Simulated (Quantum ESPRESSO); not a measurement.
AgCl (Chlorargyrite):

```xyz
2
Lattice="0.0000 2.7350 2.7350 2.7350 0.0000 2.7350 2.7350 2.7350 0.0000" Properties=species:S:1:pos:R:3 pbc="T T T"
Ag    0.0000    0.0000    0.0000
Cl    2.7350    2.7350    2.7350
```

Base run:

* Program: Quantum ESPRESSO 7.5
* Functional: AM05
* Potentials or basis: PseudoDojo 0.4.1 SR PBE standard
* Cutoff: 1116 eV
* Density cutoff: 4463 eV
* k mesh: 6 × 6 × 6, shifted
* Occupations: fermi-dirac, width 0.05 eV
* Spin: no spin polarisation

Its results: pressure 0.3 GPa; electronic dielectric tensor (diagonal) 5.37.

Problem. The run is repeated on the same cell with these changes: functional from AM05 to BLYP. What comes out?

Solution. Pressure 8.1 GPa; electronic dielectric tensor (diagonal) 5.16.

BLYP binds less tightly than AM05, so the same cell stands under more pressure.

Caveats: the potentials were made for another functional, which shifts forces and pressure; the cell is more than 3 GPa from zero pressure, which shifts response properties (some runs).

Not every run made on this cell is shown here.
